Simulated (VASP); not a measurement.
Wanted: the native input for a VASP 6.6.1 run.

```yaml
Task: relaxation of shape and atoms at fixed volume
Functional: PBE
Dispersion: D3(BJ)
Potentials_or_basis: VASP PAW PBE potentials, release 64 (Hf_pv)
Cutoff: 600 eV
k_mesh: 15 × 15 × 7
Occupations: methfessel-paxton, width 0.1 eV
Spin: no spin polarisation
Further_INCAR_settings: ALGO = Normal; EDIFF = 1e-07; IBRION = 2; EDIFFG = -0.01; NSW = 40; ISIF = 4
```

The structure of Hf lies in POSCAR:

```
Hf                                      
1.0
    3.1457738183      0.0000000000      0.0000000000
   -1.5728869092      2.7243200412      0.0000000000
    0.0000000000      0.0000000000      4.9742898195
  Hf            
     2
Direct
     0.3333333332999970    0.6666666667000030    0.2500000000000000
     0.6666666667000030    0.3333333332999970    0.7500000000000000
```

The cell isn't the ideal one: a relaxed cell with its volume scaled by 0.98.

The input as run:

INCAR

```
  PREC = Accurate
  ENCUT = 600
  EDIFF = 1E-7
  ISMEAR = 1
  SIGMA = 0.1
  LREAL = False
  LASPH = True
  NELM = 80
  ALGO = Normal
  ISIF = 4
  LWAVE = False
  LCHARG = False
  GGA = PE
  IVDW = 12
  IBRION = 2
  NSW = 40
  EDIFFG = -0.01
```

KPOINTS

```
Automatic mesh
0
Gamma
  15 15 7
```

Potentials or basis: VASP PAW PBE potentials, release 64 (Hf_pv).

Command:

```console
$ cat potpaw_PBE.64/Hf_pv/POTCAR > POTCAR
$ mpirun -np 1 vasp_std > vasp.out
```

It gave:

The energy gained by relaxing is 0.0 meV/atom. The ionic steps are 2, the pressure after relaxing is 2.4 GPa and the band gap on the k mesh is none (metal or under the smearing width). The dispersion energy per atom is -0.474 eV.

Caveat: pairwise dispersion overbinds metals, which lowers pressure and volume.

It took 84 s on 1 thread of Intel(R) Xeon(R) Platinum 8488C (Sapphire Rapids), on a shared host, peak memory 0.23 GiB.
